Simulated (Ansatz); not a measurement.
**Computed properties of TlBr**

```
Tl Br
1.0
     3.97000    0.00000    0.00000
     0.00000    3.97000    0.00000
     0.00000    0.00000    3.97000
Tl Br
1 1
Direct
  0.00000 0.00000 0.00000
  0.50000 0.50000 0.50000
```

Atoms are numbered in the order listed.

The cell is COD entry 9008793, as deposited and not checked against the literature; nothing was relaxed. It is an old determination, and later ones may differ.

Spin–orbit coupling is left out, though it moves levels of the heavy atoms by tenths of an eV or more.

Methods: DFT, PBE, all-electron LAPW, scalar-relativistic (Ansatz 0.2.0); DFT, PBE, PAW with Ansatz's default frozen-core files, scalar-relativistic (Ansatz 0.2.0).

For LAPW: a Γ-centred 8×8×8 k mesh, Fermi–Dirac smearing of 0.03 eV, basis error target 1 meV/atom, no spin polarisation. PAW takes a cutoff of 420 eV at this cell. The Ansatz runs share mesh, smearing and spin set-up. Values come from LAPW unless marked.

* Bader charges (from the PAW run): Tl1 +0.64, Br2 -0.64 e
* Volume per atom: 211.1 bohr³

**Question.** Predict this quantity. Pressure at this cell.

**Answer.** 1.43 GPa.

**Question.** Band gap: what does the calculation give?

**Answer.** 1.84 eV, direct at X (0, 0.5, 0).

**Question.** Löwdin charges (with 0.02 e of the cell spilling out of the atomic basis, so their sizes and signs hang on that basis): what does the calculation give?

**Answer.** Tl1 0.22, Br2 -0.19 e.
